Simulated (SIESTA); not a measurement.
## AlN under changes of volume

One of the cells (10.451 Å³/atom); the others are scaled copies at fixed shape and fractional positions:

```xyz
4
Lattice="3.1130 0.0000 0.0000 -1.5565 2.6959 0.0000 0.0000 0.0000 4.9810" Properties=species:S:1:pos:R:3 pbc="T T T"
Al    1.5565    0.8986    2.4905
Al    0.0000    1.7973    0.0000
N     1.5565    0.8986    4.3833
N     0.0000    1.7973    1.8928
```

```yaml
Program: SIESTA 5.4.2
Functional: LDA
Potentials_or_basis: PseudoDojo 0.4 standard (LDA files)
Basis: DZP (energy shift 0.003 Ry)
Grid_cutoff: 800 Ry
Energy_shift: 0.003 Ry
k_mesh: 10 × 10 × 6
Occupations: fermi-dirac, width 0.05 eV
Spin: no spin polarisation
```

```tsv
volume (Å³/atom)	energy over the lowest point (meV/atom)	pressure (GPa)	gap on the mesh (eV)	largest force (eV/Å)
9.824	12.66	9.7	5.01	0.168
10.033	3.27	4.8	4.81	0.150
10.242	0.00	0.3	4.61	0.134
10.451	?	?	?	?
10.660	9.69	-7.5	4.23	0.103
10.869	21.65	-10.8	4.05	0.089
11.078	37.75	-13.8	3.87	0.075
```

Problem. What does the run at 10.451 Å³/atom give?

Solution. Energy over the lowest point 2.32 meV/atom; pressure -3.8 GPa; gap on the mesh 4.42 eV; largest force 0.118 eV/Å.

Worked out: A Birch-Murnaghan fit of order 3 (a polynomial in V^(-2/3)) to the other rows has its minimum at 10.26 Å³/atom with B0 = V·E''(V) = 208 GPa and B' = 3.8 at fixed shape and positions, which overstates the stiffness. It gives 2.32 meV/atom at 10.451 Å³/atom, against the run's 2.32, and -dE/dV = -3.8 GPa, against -3.8. A straight line through the other rows of the gap, of slope -9.49 eV per unit of ln V, gives 4.42 eV, against the run's 4.42.

Energies are extrapolated to zero smearing.

Caveats: the basis of atomic orbitals isn't converged, which shifts pressures, moduli and gaps.

A mesh can miss the band edges.
